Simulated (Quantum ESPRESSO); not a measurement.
The system is Rh.

```xyz
1
Lattice="0.0000 1.8979 1.8979 1.8979 0.0000 1.8979 1.8979 1.8979 0.0000" Properties=species:S:1:pos:R:3 pbc="T T T"
Rh    0.0000    0.0000    0.0000
```

Base run:

```yaml
Program: Quantum ESPRESSO 7.5
Functional: rSCAN
Potentials_or_basis: SG15 PBE 1.2
Cutoff: 952 eV
Density_cutoff: 3810 eV
k_mesh: 9 × 9 × 9
Occupations: fermi-dirac, width 0.05 eV
Spin: no spin polarisation
```

Its results: band gap on the k mesh none (metal or under the smearing width); pressure -1.7 GPa.

Task: After a change of settings the same cell gave: band gap on the k mesh none (metal or under the smearing width); pressure 4.7 GPa. Which change was it?
A. functional from rSCAN to M06L
B. functional from rSCAN to PBE; k mesh from 9 × 9 × 9 to 12 × 12 × 12
C. functional from rSCAN to r2SCAN
D. functional from rSCAN to LDA; k mesh from 9 × 9 × 9 to 12 × 12 × 12

Result: A.

Caveats: the potentials were made for another functional, which shifts forces and pressure.
